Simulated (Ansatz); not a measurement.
CuI (started from an entry of an open crystallographic database), relaxed with r2SCAN, was run in the plane-wave code Ansatz under altered settings. All numbers are computed, without spin polarisation but where a row says otherwise.

```
Cu I
1.0
     0.00000    3.01204    3.01204
     3.01204    0.00000    3.01204
     3.01204    3.01204    0.00000
Cu I
1 1
Cartesian
  1.5060 1.5060 1.5060
  0.0000 0.0000 0.0000
```

The base run's other keys:
```yaml
kpoints:
  mp_grid: { grid: [4, 4, 4] }
hamiltonian:
  xc: hse06
scf:
  occupations: { method: fixed }
  n_extra_bands: 4
```

It takes 13 iterations with 1067 plane waves at 420 eV and 8 k points, and leaves a mean stress of +1.63 GPa. The gap over this mesh is 2.684 eV. It ran on 4 threads of Arm Neoverse N1, with other jobs on the host.

Outcomes, with energy and stress as changes against the base:
```
                                    setting            outcome  ΔF (meV/atom)  Δ mean stress (GPa)  gap on the mesh (eV)  iterations  wall time
     PBE hybrid, exx coeff 0.35, unscreened          converged              –                  0.0                 4.253          18       13 s
PBE hybrid, exx coeff 0.4, omega 0.2078 1/Å          converged              –                 +0.2                 3.595          19       13 s
PBE hybrid, exx coeff 1.0, omega 0.2078 1/Å          converged              –                 +1.5                 7.116          28       16 s
  PBE hybrid, exx coeff 0.05, omega 0.1 1/Å          converged              –                 -0.2                 1.533          12       11 s
             crystal.symmetry.detect: false  converged, warned            0.0                  0.0                 2.684          15       62 s
```
A dash marks a value that wasn't obtained or can't be compared. Stress is positive in compression. The base took 12 s.

- PBE hybrid, exx coeff 0.35, unscreened. That is 35 % exact exchange, at all ranges, against HSE06's 25 % screened at 0.208 1/Å. The mean stress moves by 0.0 GPa and the gap on the mesh by +1.569 eV (to 4.253). Totals of different functionals aren't comparable.
- PBE hybrid, exx coeff 0.4, omega 0.2078 1/Å. That is 40 % exact exchange, screened with ω = 0.2078 1/Å, against HSE06's 25 % screened at 0.208 1/Å. The mean stress moves by +0.2 GPa and the gap on the mesh by +0.911 eV (to 3.595). Totals of different functionals aren't comparable.
- PBE hybrid, exx coeff 1.0, omega 0.2078 1/Å. That is 100 % exact exchange, screened with ω = 0.2078 1/Å, against HSE06's 25 % screened at 0.208 1/Å. The mean stress moves by +1.5 GPa and the gap on the mesh by +4.432 eV (to 7.116). Totals of different functionals aren't comparable.
- PBE hybrid, exx coeff 0.05, omega 0.1 1/Å. That is 5 % exact exchange, screened with ω = 0.1 1/Å, against HSE06's 25 % screened at 0.208 1/Å. The mean stress moves by -0.2 GPa and the gap on the mesh by -1.151 eV (to 1.533). Totals of different functionals aren't comparable. The program warns that on this mesh the truncation of the exchange isn't bounded, so part of the change can be an error of the mesh.
- crystal.symmetry.detect: false. It converges in 15 iterations against the base's 13, on 64 k points in place of 8. The result is the base's, as it should be for a key that only affects how the solution is found. Warned: hybrid solves reversed points apart.

Within 1 meV an atom, 0.1 GPa and 0.005 eV of the base stay: crystal.symmetry.detect: false.

No spin-orbit coupling is included; it can move band edges with weight on the heavy atoms by tenths of an eV.

The stress of a hybrid is loosely converged in these runs.

The meshes of the hybrids are coarse, so their gaps aren't converged to the digits shown.
